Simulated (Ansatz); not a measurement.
# CaF2: a single-point run

The task is a single-point run on CaF2. The structure is shown as the input types it.

Method: density functional or hybrid calculation with the settings of its input, plane waves (as first typed), in Ansatz 0.2.0.

2 further runs of the same task are left out: 2 that didn't finish.

## (1) The structure to begin with

The structure is cubic, space group Fm-3m (No. 225). The conventional cell has a = 5.439 Å, b = 5.439 Å, c = 5.439 Å, α = 90.00°, β = 90.00°, γ = 90.00°. Ca (site symmetry m-3m) is surrounded by 8 F at 2.36 Å. F (site symmetry -43m) is surrounded by 4 Ca at 2.36 Å.

As a file:

```xyz
3
Lattice="0.0000 2.7196 2.7196 2.7196 0.0000 2.7196 2.7196 2.7196 0.0000" Properties=species:S:1:pos:R:3 pbc="T T T"
Ca    0.0000    0.0000    0.0000
F     1.3598    1.3598    1.3598
F     4.0794    4.0794    4.0794
```

## (2) Running it

File input.yaml:

```yaml
crystal:
  lattice:
    - [0.0, 2.719592886, 2.719592886]
    - [2.719592886, 0.0, 2.719592886]
    - [2.719592886, 2.719592886, 0.0]
  atoms:
    - { symbol: Ca, position: [0.0, 0.0, 0.0] }
    - { symbol: F, position: [0.25, 0.25, 0.25] }
    - { symbol: F, position: [0.75, 0.75, 0.75] }
kpoints:
  mp_grid: { grid: [4, 4, 4] }
hamiltonian:
  xc: hse06
scf:
  occupations: { method: fixed }
  n_extra_bands: 4
  exx: { q_mesh: [3, 3, 3] }
output:
  forces: true
  stress: true
  eigenvalues: true
```

The run is started by

```bash
ansatz run input.yaml --threads 4 --pin off --max-ram 3686MiB --backend cpu --events-out ev --progress --plain --runs-dir out
```

Q: Will this input give a usable result? If not, why, and what should change?

The run ended at the input check. The line that matters: «invalid value for `scf.exx.q_mesh`: must divide elementwise kpoints.mp_grid.grid»

The suspect setting: scf.exx.q_mesh is [3, 3, 3]. The k-point mesh is ill-defined.

Fix: delete scf.exx.q_mesh.
